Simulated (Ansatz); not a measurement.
Effect of pressure 7.5 GPa on InN

The parent structure is InN in the wurtzite structure (space group P6_3mc, No. 186; a = 3.547 Å, c = 5.723 Å).

It is then changed as follows: a hydrostatic pressure of 7.5 GPa.

Computed with DFT with r2SCAN, PAW potentials and a 500 eV plane-wave cutoff in Ansatz (an electronic-structure program), no SOC. Settings: 11×11×6 k-points, 0.05 eV Fermi–Dirac smearing.

```json
{
  "volume_per_atom": "14.86 Å³ (base 15.59 Å³)",
  "density": "7.20 g/cm³ (base 6.86 g/cm³)",
  "c/a ratio": "1.610 (base 1.613)",
  "shortest_interatomic_distance": "2.127 Å (base 2.161 Å)",
  "band_gap": "0.21 eV (uncertain: the Fermi level lies in a band; both cells) (base 0.07 eV)"
}
```

Final structure:

```yaml
crystal:
  lattice:
    - [3.49336, 0.00000, 0.00000]
    - [-1.74668, 3.02533, 0.00000]
    - [0.00000, 0.00000, 5.62450]
  atoms:
    - { symbol: In, position: [0.66667, 0.33333, 0.00252] }
    - { symbol: In, position: [0.33333, 0.66667, 0.50252] }
    - { symbol: N, position: [0.66667, 0.33333, 0.62268] }
    - { symbol: N, position: [0.33333, 0.66667, 0.12268] }
```

Load acts through the strain it causes; cell and atoms are relaxed under it. No phonon test of stability was made. Tetrahedral semiconductors of this kind turn to denser phases somewhere between about 1 and 50 GPa; those were not computed, so compressed cells here can lie past the real transition. A zero or small gap of InN can be the functional's error rather than a property of the material.
